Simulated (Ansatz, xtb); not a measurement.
**From C to Sn: the dipole moment**

One atom is swapped for its congeners: CHF3 `FC(F)F`; SiHF3 `F[SiH](F)F`; GeHF3 `[F][GeH]([F])[F]`; SnHF3 `[F][SnH]([F])[F]`. All are singlets with charge 0.

Shapes, held fixed at every level: PBE0-D4/def2-TZVP. Programs: Ansatz 0.2.0, xtb 6.7.1. Values in D.

```
               level  CHF3  SiHF3  GeHF3  SnHF3
            GFN0-xTB  1.97   1.18   2.73   4.06
   PBE-D4/def2-TZVPP  1.43   1.21   2.29   3.13
r2SCAN-D4/def2-TZVPP  1.50   1.24   2.37   3.25
 B3LYP-D4/def2-TZVPP  1.57   1.32   2.45   3.32
  wB97M-V/def2-TZVPP  1.56   1.28   2.45   3.34
            measured  1.65      –      –      –
```

At wB97M-V/def2-TZVPP the dipole moment isn't monotonic: it is largest for Sn and smallest for Si (3.34 and 1.28 D). Every level shows the same order. Measured values: NIST CCCBDB. For atoms past krypton def2 sets carry core potentials with scalar relativity. Relativity is left out for Ge unless named.
